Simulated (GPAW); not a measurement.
# TiSe (P6_3/mmc) in GPAW: notebook

The runs below take TiSe through single point, with PBEsol.

Program: GPAW 26.7.0. These are calculated values, not measurements. Logs are shortened: lines on timing, memory, paths and dates and some standing lists are left out, and cuts for length are marked. The log counts tension as positive stress, the text compression.

**1. The structure**

Symmetry: P6_3/mmc, No. 194, hexagonal system. The conventional cell has a = 3.559 Å, b = 3.559 Å, c = 6.220 Å, α = 90.00°, β = 90.00°, γ = 120.00°. Around Se (site symmetry -6m2) lie 6 Ti at 2.58 Å. Ti (site symmetry -3m) has 6 Se at 2.58 Å as nearest neighbours.

**2. Single point, PBEsol, 16.38 Å³/atom**

Input file run.py:

```python
from ase import Atoms
from ase.dft.bandgap import bandgap
from ase.io import write
from ase.units import GPa
from gpaw import GPAW, PW, setup_paths

setup_paths.insert(0, '.')

atoms = Atoms(['Se', 'Se', 'Ti', 'Ti'],
              cell=[[3.559, 0.0, 0.0],
                    [-1.7795, 3.0821844121, 0.0],
                    [0.0, 0.0, 5.9712]],
              scaled_positions=[[0.6666666667, 0.3333333333, 0.75],
                                [0.3333333333, 0.6666666667, 0.25],
                                [0.0, 0.0, 0.5],
                                [0.0, 0.0, 0.0]],
              pbc=True)

calc = GPAW(mode=PW(600),
            xc='PBEsol',
            kpts={'size': (6, 6, 3), 'gamma': True},
            occupations={'name': 'fermi-dirac', 'width': 0.05},
            nbands=34,
            convergence={'density': 1e-05, 'energy': 1e-05},
            maxiter=150,
            txt='gpaw.txt')
atoms.calc = calc
energy = atoms.get_potential_energy()
forces = atoms.get_forces()
stress = atoms.get_stress()
calc.write('gs.gpw')
write('result.traj', atoms)
print(f'Energy: {energy:.6f} eV')
print('Forces (eV/A):')
print(forces.round(4))
print('Stress (GPa):', (stress / GPa).round(3))
print('Fermi level:', round(calc.get_fermi_level(), 4), 'eV')
print(f'Gap: {bandgap(calc)[0]:.4f} eV, direct: {bandgap(calc, direct=True)[0]:.4f} eV')
```

Potentials or basis: PAW data sets generated in the run's folder for this functional, pw.

Started as:

```sh
$ gpaw-setup -f PBEsol Se Ti
$ OMP_NUM_THREADS=1 python run.py
```

gpaw.txt:

```text
__  _  _
 | _ |_)|_||  |
 |__||  | ||/\| - 26.7.0

Input parameters:
  mode=PW(ecut=600.0),
  convergence={'density': 1e-05, 'energy': 1e-05},
  kpts=MonkhorstPack(size=(6, 6, 3), gamma=True),
  maxiter=150,
  nbands=34,
  occupations=Occupations(name='fermi-dirac', width=0.05),
  xc=XC(name='PBEsol')

Diagonalizing LCAO Hamiltonian
Converting LCAO to pw mode

            Se

       TiSe

       Ti

Atoms  # Å, Bohr magnetons
|   | symbol |         x |        y |        z |    initial magnetic moments |
|---|--------|-----------|----------|----------|-----------------------------|
| 0 |     Se |  1.779500 | 1.027395 | 4.478400 | ( 0.0000,  0.0000,  0.0000) |
| 1 |     Se | -0.000000 | 2.054790 | 1.492800 | ( 0.0000,  0.0000,  0.0000) |
| 2 |     Ti |  0.000000 | 0.000000 | 2.985600 | ( 0.0000,  0.0000,  0.0000) |
| 3 |     Ti |  0.000000 | 0.000000 | 0.000000 | ( 0.0000,  0.0000,  0.0000) |

Unit cell  # Å
| periodic |         x |        y |        z |  lengths |     angles |
|----------|-----------|----------|----------|----------|------------|
|      yes |  3.559000 | 0.000000 | 0.000000 | 3.559000 |  90.000000 |
|      yes | -1.779500 | 3.082184 | 0.000000 | 3.559000 |  90.000000 |
|      yes |  0.000000 | 0.000000 | 5.971200 | 5.971200 | 120.000000 |

Number of symmetries: 12
Symmetry operations  # r_c * U_cc + t_c -> r_c
|    | kind |            matrix            |
|----|------|------------------------------|
|  0 |  σ   |  1, 1, 0,  0,-1, 0,  0, 0, 1 |
|  1 |  S6  |  1, 1, 0, -1, 0, 0,  0, 0,-1 |
|  2 |  E   |  1, 0, 0,  0, 1, 0,  0, 0, 1 |
|  3 |  C2  |  1, 0, 0, -1,-1, 0,  0, 0,-1 |
|  4 |  C2  |  0, 1, 0,  1, 0, 0,  0, 0,-1 |
|  5 |  C3  |  0, 1, 0, -1,-1, 0,  0, 0, 1 |
|  6 |  S6  |  0,-1, 0,  1, 1, 0,  0, 0,-1 |
|  7 |  σ   |  0,-1, 0, -1, 0, 0,  0, 0, 1 |
|  8 |  σ   | -1, 0, 0,  1, 1, 0,  0, 0, 1 |
|  9 |  i   | -1, 0, 0,  0,-1, 0,  0, 0,-1 |
| 10 |  C3  | -1,-1, 0,  1, 0, 0,  0, 0, 1 |
| 11 |  C2  | -1,-1, 0,  0, 1, 0,  0, 0,-1 |

BZ-sampling:
  Number of BZ points: 108
  Number of IBZ points: 17

  Monkhorst-Pack size: [6, 6, 3]
  Monkhorst-Pack shift: [0.08333333333333333, 0.08333333333333333, 0.0]

K-points  # in reciprocal-cell coordinates
|     |                                coordinates |     weight |
|-----|--------------------------------------------|------------|
|   0 | (  0.00000000,   0.00000000,   0.00000000) | 0.00925926 |
|   1 | (  0.00000000,   0.00000000,   0.33333333) | 0.01851852 |
|   2 | (  0.16666667,   0.00000000,  -0.33333333) | 0.05555556 |
|   3 | (  0.16666667,   0.00000000,   0.00000000) | 0.05555556 |
|   4 | (  0.16666667,   0.00000000,   0.33333333) | 0.05555556 |
|   5 | (  0.33333333,  -0.16666667,   0.00000000) | 0.05555556 |
|   6 | (  0.33333333,  -0.16666667,   0.33333333) | 0.11111111 |
|   7 | (  0.33333333,   0.00000000,  -0.33333333) | 0.05555556 |
|   8 | (  0.33333333,   0.00000000,   0.00000000) | 0.05555556 |
|   9 | (  0.33333333,   0.00000000,   0.33333333) | 0.05555556 |
| ... |                                            |            |
|  16 | (  0.50000000,   0.50000000,   0.33333333) | 0.05555556 |

Plane wave coefficients: 2208
Cutoff: 600.0 eV

Spin-components: 1 (collinear spins)
Bands:           34
Projectors:      22
Spin-degeneracy: 2
Datatype:        complex128

Parallelization:
  kpt:    1
  domain: 1
  band:   1

Density:
  Valence electrons: 36.0
  Components: 1
  Grid points: [21 21 35]
  Charge: 0.0  # |e|

Potential:
  Grid points: [21 21 35]

species:
  Se:
    name:    Selenium
    Z:       34.0
    valence: 6
    core:    28
    charge:  0.0  # [|e|]
    compensation charges:
      type: gauss
      rc: 0.27  # [Å]
      lmax: 2
    cutoffs:
      filter: 1.77  # [Å]
      core: 2.67  # [Å]
    projectors
    | kind |    occ | energy [eV] | rcut [Å] |
    |------|--------|-------------|----------|
    |   4s |  2.000 |     -17.281 |    0.847 |
    |   4p |  4.000 |      -6.511 |    1.005 |
    |    s |        |       9.930 |    0.847 |
    |    p |        |      20.700 |    1.005 |
    |    d |        |       0.000 |    0.847 |

    Using partial waves for Se as LCAO basis

  Ti:
    name:    Titanium
    Z:       22.0
    valence: 12
    core:    10
    charge:  0.0  # [|e|]
    compensation charges:
      type: gauss
      rc: 0.38  # [Å]
      lmax: 2
    cutoffs:
      filter: 2.23  # [Å]
      core: 1.02  # [Å]
    projectors
    | kind |    occ | energy [eV] | rcut [Å] |
    |------|--------|-------------|----------|
    |   3s |  2.000 |     -62.441 |    1.270 |
    |   4s |  2.000 |      -4.477 |    1.270 |
    |   3p |  6.000 |     -38.776 |    1.058 |
    |   4p |  0.000 |      -1.449 |    1.058 |
    |   3d |  2.000 |      -4.275 |    1.058 |
    |    d |        |      22.937 |    1.058 |

    Using partial waves for Ti as LCAO basis

Reference energy: -178512.158506  # eV

eigensolver:
  PPCG
  Converge bands: occupied
  niter=2

density mixing:
  MSR1-Mixer
  Pratt-step length: 0.05
  Maximum mixing coefficient: 0.75
  Old densities: 10
  SVD Regularization: 0.005
  Good broyden scale: 1.0
  Trust region scale: 1.0
  Backstep threshold: 4.0
  History deletion threshold: 6.0
  Fourier metric: weight=20.0, sigma=0.015

occupation numbers:
  Fermi-Dirac:
    width: 0.0500  # eV

poisson solver:
  ecut: 4800.0  # eV

xc functional:
  name: PBEsol with 2 nearest neighbor stencil

convergence criteria:
- Maximum integral of absolute [dens]ity change: 1e-05 electrons / valence electron
- Maximum [total energy] change in last 3 cyles: 1e-05 eV / valence electron
- Maximum integral of absolute [eigenst]ate change: 4e-08 eV^2 / valence electron
maximum number of iterations: 150

SCF iterations
|iter     | |      energy | eigst |  dens |
|---------|-|-------------|-------|-------|
|iter:   1| |  -26.513726 | +0.47 |       |
|iter:   2| |  -26.555167 | -1.95 | -1.43 |
|iter:   3| |  -27.199668 | -1.09 | -1.44 |
|iter:   4| |  -26.472388 | -1.17 | -1.29 |
|iter:   5| |  -26.447874 | -2.53 | -1.78 |
|iter:   6| |  -26.475597 | -3.48 | -2.28 |
|iter:   7| |  -26.447842 | -3.85 | -1.92 |
|iter:   8| |  -26.447887 | -4.84 | -2.80 |
|iter:   9| |  -26.447931c| -5.44 | -3.13 |
|iter:  10| |  -26.447932c| -7.04 | -4.03 |
|iter:  11| |  -26.447933c| -8.17c| -4.51 |
|iter:  12| |  -26.447933c| -8.81c| -5.28c|

Converged in 12 steps
Energy contributions relative to reference atoms: (reference = -178512.158506)

Energy contributions:
  Kinetic:          44.721166
  Coulomb:         -38.310426
  Zero:             -0.162967
  External:          0.000000
  Xc:              -32.684015
  Entropy:          -0.023382
  Spinorbit:         0.000000
  ----------------------------
  Free energy:     -26.459624
  Extrapolated:    -26.447933

dipole moment: (-11.295001, -19.563515, -18.950442)  # |e|*Ang

Fermi level: 10.738
Eigenvalues  # (at kpt = [0.000, 0.000, 0.000])
| band index |      eig [eV] | occ [0-2] |
|------------|---------------|-----------|
|          0 |       -46.303 |     2.000 |
|        ... |               |           |
|         13 |         8.698 |     2.000 |
|         14 |         8.745 |     2.000 |
|         15 |         8.972 |     2.000 |
|         16 |         8.972 |     2.000 |
|         17 |        10.111 |     2.000 |
|         18 |        10.111 |     2.000 |
[... 8 lines left out ...]
|         27 |        15.101 |     0.000 |
|         28 |        17.675 |     0.000 |
|        ... |               |           |
|         33 |        22.899 |     0.000 |

No gap
No difference between direct/indirect transitions

Forces  # eV/Ang
|       x |        y |        z |
|---------|----------|----------|
| 0.00000 |  0.00000 | -0.00015 |  # Se   0
| 0.00000 | -0.00000 |  0.00015 |  # Se   1
| 0.00000 |  0.00000 |  0.00000 |  # Ti   2
| 0.00000 |  0.00000 |  0.00000 |  # Ti   3

Stress tensor  # eV/Ang^3
|         x |         y |         z |
|-----------|-----------|-----------|
| -0.013253 | -0.000000 |  0.000000 |
| -0.000000 | -0.013253 | -0.000000 |
|  0.000000 | -0.000000 | -0.080937 |

# Writing to gs.gpw (mode='')
```

It took 41 s on 1 thread of Arm Neoverse V1, shared host; peak memory 0.18 GiB.

What came out:

- Free energy: -26.4596 eV
- Pressure: 5.7 GPa
- Band gap on the k mesh: none (metal or under the smearing width)

Caveat: the density grid can change from cell to cell, which puts small steps into energies and stress.

**3. Single point, PBEsol, 16.72 Å³/atom**

run.py: that of step 2 with these lines changed.

```diff
@@ -11,3 +11,3 @@
                     [-1.7795, 3.0821844121, 0.0],
-                    [0.0, 0.0, 5.9712]],
+                    [0.0, 0.0, 6.0956]],
               scaled_positions=[[0.6666666667, 0.3333333333, 0.75],
```

Potentials or basis: PAW data sets generated in the run's folder for this functional, pw.

Started as:

```sh
$ gpaw-setup -f PBEsol Se Ti
$ OMP_NUM_THREADS=1 python run.py
```

Run time: 38 s. Hardware: 1 thread of Arm Neoverse V1, shared host; peak memory 0.18 GiB.

The run converged. Its results:

```
Free energy            : -26.5550 eV
Pressure               : 2.3 GPa
Band gap on the k mesh : none (metal or under the smearing width)
```

Caveat: the density grid can change from cell to cell, which puts small steps into energies and stress.
